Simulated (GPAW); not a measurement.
Set up this calculation in GPAW 26.7.0, as an ASE script.

* Task: G0W0 quasiparticle levels
* Functional: PBE
* Potentials or basis: GPAW PAW data sets (gpaw-data 1.2.1)
* Cutoff: 450 eV
* Basis: pw
* k mesh: 6 × 6 × 6
* Occupations: fermi-dirac, width 0.001 eV
* Spin: no spin polarisation
* Response ecut: 150 eV
* Frequency: ppa
* Extrapolate: yes
* Qp bands: 2
* Integrate gamma: WS
* Maxiter: 150
* Vertex: none
* All k: no
* Response bands: 206

The system is CdS (Hawleyite).

```
CELL_PARAMETERS angstrom
0.00000 2.91650 2.91650
2.91650 0.00000 2.91650
2.91650 2.91650 0.00000
ATOMIC_POSITIONS crystal
Cd 0.00000 0.00000 0.00000
S 0.75000 0.75000 0.75000
```

One way to write it, as run:

run.py

```python
import json
import numpy as np
from ase import Atoms
from ase.dft.bandgap import bandgap
from ase.io import write
from gpaw import GPAW, PW
from gpaw.response.g0w0 import G0W0

atoms = Atoms(['Cd', 'S'],
              cell=[[0.0, 2.9165, 2.9165],
                    [2.9165, 0.0, 2.9165],
                    [2.9165, 2.9165, 0.0]],
              scaled_positions=[[0.0, 0.0, 0.0],
                                [0.75, 0.75, 0.75]],
              pbc=True)

calc = GPAW(mode=PW(450),
            xc='PBE',
            kpts={'size': (6, 6, 6), 'gamma': True},
            occupations={'name': 'fermi-dirac', 'width': 0.001},
            nbands=18,
            convergence={'density': 1e-06},
            maxiter=150,
            txt='gpaw.txt')
atoms.calc = calc
energy = atoms.get_potential_energy()
calc.write('gs.gpw')
write('result.traj', atoms)
print(f'Energy: {energy:.6f} eV')
print('Fermi level:', round(calc.get_fermi_level(), 4), 'eV')
print(f'Gap: {bandgap(calc)[0]:.4f} eV, direct: {bandgap(calc, direct=True)[0]:.4f} eV')

calc.diagonalize_full_hamiltonian(nbands=210)
calc.write('full.gpw', mode='all')

ibz = calc.get_ibz_k_points()
gap, vbm, cbm = bandgap(calc, output=None)
gap, direct, _ = bandgap(calc, direct=True, output=None)
gamma = int(np.abs(ibz).sum(1).argmin())
kpts = sorted({gamma, vbm[1], cbm[1], direct[1]})
gw = G0W0(calc='full.gpw',
          filename='gw',
          ecut=150,
          ecut_extrapolation=True,
          relbands=(-2, 2),
          kpts=kpts,
          integrate_gamma='WS',
          ppa=True)
gw.calculate()
results = {mode: {key: np.asarray(r[key]).tolist() for key in ['f', 'eps', 'vxc', 'exx', 'sigma', 'Z', 'qp', 'sigma_eskn']}
           for mode, r in gw.all_results.items()}
json.dump({'kpts': ibz[kpts].tolist(), 'results': results}, open('gw.json', 'w'))
for mode, r in results.items():
    f, qp = np.array(r['f']), np.array(r['qp'])
    print(mode, 'quasiparticle energies (eV):')
    print(qp.round(3))
    print(mode, 'gap:', round(qp[f < 0.5].min() - qp[f > 0.5].max(), 4), 'eV')
```

Potentials or basis: GPAW PAW data sets (gpaw-data 1.2.1), pw.

Run with:

```sh
$ OMP_NUM_THREADS=1 python run.py
```

It gave:

```
Band gap on the k mesh, mean-field level : 1.13 eV, direct
Quasiparticle gap                        : 2.07 eV
Least direct quasiparticle gap           : 2.07 eV
```

Caveat: the quasiparticle gap is taken among the few k points that were corrected; the long-wavelength limit can be off by several per cent where d states take part.

It took 28 min on 1 thread of Arm Neoverse N1, on a shared host, peak memory 0.64 GiB.
